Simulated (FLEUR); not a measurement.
Crystal: BN.

```
N B
1.0
     1.25112    0.72234    3.37293
    -1.25112    0.72234    3.37293
     0.00000   -1.44467    3.37293
N B
1 1
Cartesian
  0.0000 0.0000 6.7517
  0.0000 0.0000 0.0033
```

The cell is a database's computed one.

```yaml
Program: FLEUR MaX-R8.1 (later development tree)
Task: single point
Functional: PBE
Potentials_or_basis: all-electron
Basis: FLAPW
Kmax: 5.85 1/bohr
k_mesh: 12 × 12 × 12
Occupations: fermi-dirac, width 0.05 eV
Spin: no spin polarisation
Gmax: 18.1 1/bohr
Muffin-tin_radii: N 1.23, B 1.23 bohr
lmax: N 8, B 8
lnonsphr: N 8, B 8
Local_orbitals_a_species: N 3, B 3
Max_iterations: 60
Mixing_factor: 0.05
Mixer: Anderson
Mixer_history: 15
```

On this cell: largest force 0.004 eV/Å; band gap on the k mesh 1.43 eV, indirect (least direct gap 1.97 eV).

The same run follows on a disturbed copy (atoms moved at random, drawn with an rms of 0.05 Å):

```
CELL_PARAMETERS angstrom
1.25112 0.72234 3.37293
-1.25112 0.72234 3.37293
0.00000 -1.44467 3.37293
ATOMIC_POSITIONS crystal
N 0.69139 0.66011 0.64607
B 0.98621 0.01287 0.01615
```

What does the disturbed cell give?

The energy moves by +104.6 meV/atom; largest force 3.693 eV/Å; band gap on the k mesh 0.86 eV, indirect (least direct gap 1.47 eV).

Forces in eV/Å, atoms in the order of the input:
```
N   -2.379 -2.721  0.737
B    2.381  2.725 -0.735
```

Caveats: core charge leaks out of the spheres, which shifts energies.

A k mesh can miss the band edges.
